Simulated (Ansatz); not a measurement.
All-electron LAPW in Ansatz 0.2.0 under PBEsol, scalar-relativistic, energies extrapolated to zero smearing. Slabs are 1×1 cells cut from bulk crystals relaxed on PAW files, with atoms then relaxed, 16 to 20 Å of vacuum, a dipole correction, k spacings of 0.16 to 0.26 Å⁻¹ and smearing of 0.02 to 0.1 eV, without spin–orbit coupling or spin polarisation. The bulk type named needn't be the stable one, and no reconstruction is allowed.

Q: Order these slabs by work function, lowest first.
A. diamond C (100), 6 layers
B. hcp Ru (0001), 5 layers
C. bcc Ta (111), 5 layers
D. diamond Sn (100), 4 layers

A: C (3.81 eV), D (4.60 eV), B (5.10 eV), A (7.21 eV).
